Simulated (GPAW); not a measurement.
The system is KTaO3.

```xyz
5
Lattice="3.9883 0.0000 0.0000 0.0000 3.9883 0.0000 0.0000 0.0000 3.9883" Properties=species:S:1:pos:R:3 pbc="T T T"
Ta    0.0000    0.0000    0.0000
K     1.9942    1.9942    1.9942
O     0.0000    0.0000    1.9942
O     0.0000    1.9942    0.0000
O     1.9942    0.0000    0.0000
```

Program: GPAW 26.7.0. Alike in all runs: task band structure; cell as given; k mesh 6 × 6 × 6; cutoff (eV) 800; smearing fermi-dirac 0.05 eV.

Q: Order these runs on this cell by their pressure, lowest first.
A. level PBE+U; potentials or basis GPAW PAW data sets (gpaw-data 1.2.1), pw; spin off; U Ta d U = 2 eV
B. level LDA; potentials or basis PAW data sets generated in the run's folder for this functional, pw; spin off
C. level PBE; potentials or basis GPAW PAW data sets (gpaw-data 1.2.1), pw; spin SOC, no magnetisation; spin axis theta (degrees) 90; spin axis phi (degrees) 0
D. level r2SCAN; potentials or basis GPAW PAW data sets (gpaw-data 1.2.1), pw; spin SOC, no magnetisation; spin axis theta (degrees) 90; spin axis phi (degrees) 45

A: B (-6.5 GPa), D (0.3 GPa), C (6.1 GPa), A (7.7 GPa).

Caveats: spin-orbit coupling was added after a scalar SCF, so levels and gaps hold it while energy, forces, pressure and moments don't (some runs); the PAW data sets were made with another functional, which shifts forces and pressure a little (some runs).

Not every run made on this cell is shown here.
